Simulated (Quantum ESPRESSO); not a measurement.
Input of a Quantum ESPRESSO 7.5 run:

pw.in

```
&CONTROL
  calculation = 'scf'
  prefix = 'pwscf'
  outdir = './tmp'
  pseudo_dir = './pseudo'
  tprnfor = .true.
  tstress = .true.
  disk_io = 'low'
/
&SYSTEM
  ibrav = 0
  nat = 1
  ntyp = 1
  ecutwfc = 45
  ecutrho = 360
  nbnd = 10
  occupations = 'smearing'
  smearing = 'fd'
  degauss = 0.00367493
/
&ELECTRONS
  conv_thr = 2d-10
  electron_maxstep = 120
  mixing_beta = 0.5
/
ATOMIC_SPECIES
K     39.0983 k_pbesol_v1.4.uspp.F.UPF
CELL_PARAMETERS angstrom
  -2.6975585167    2.6975585167    2.6975585167
   2.6975585167   -2.6975585167    2.6975585167
   2.6975585167    2.6975585167   -2.6975585167
ATOMIC_POSITIONS crystal
K      0.0000000000    0.0000000000    0.0000000000
K_POINTS automatic
7 7 7 0 0 0
```

File pp_density.in:

```
&INPUTPP
  prefix = 'pwscf'
  outdir = './tmp'
  filplot = 'density.dat'
  plot_num = 0
/
&PLOT
  nfile = 1
  filepp(1) = 'density.dat'
  iflag = 3
  output_format = 6
  fileout = 'density.cube'
/
```

pp_potential.in

```
&INPUTPP
  prefix = 'pwscf'
  outdir = './tmp'
  filplot = 'potential.dat'
  plot_num = 11
/
&PLOT
  nfile = 1
  filepp(1) = 'potential.dat'
  iflag = 3
  output_format = 6
  fileout = 'potential.cube'
/
```

Potentials or basis: GBRV 1.5 PBEsol.

Command:

```sh
$ OMP_NUM_THREADS=1 mpirun -n 2 pw.x -nk 2 -in pw.in > pw.out
$ OMP_NUM_THREADS=1 mpirun -n 1 pp.x -in pp_density.in > pp_density.out
$ OMP_NUM_THREADS=1 mpirun -n 1 pp.x -in pp_potential.in > pp_potential.out
```

Task: Predict the pressure.

Result: -0.5 GPa.

Task: Predict the band gap on the k mesh.

Result: None (metal or under the smearing width).
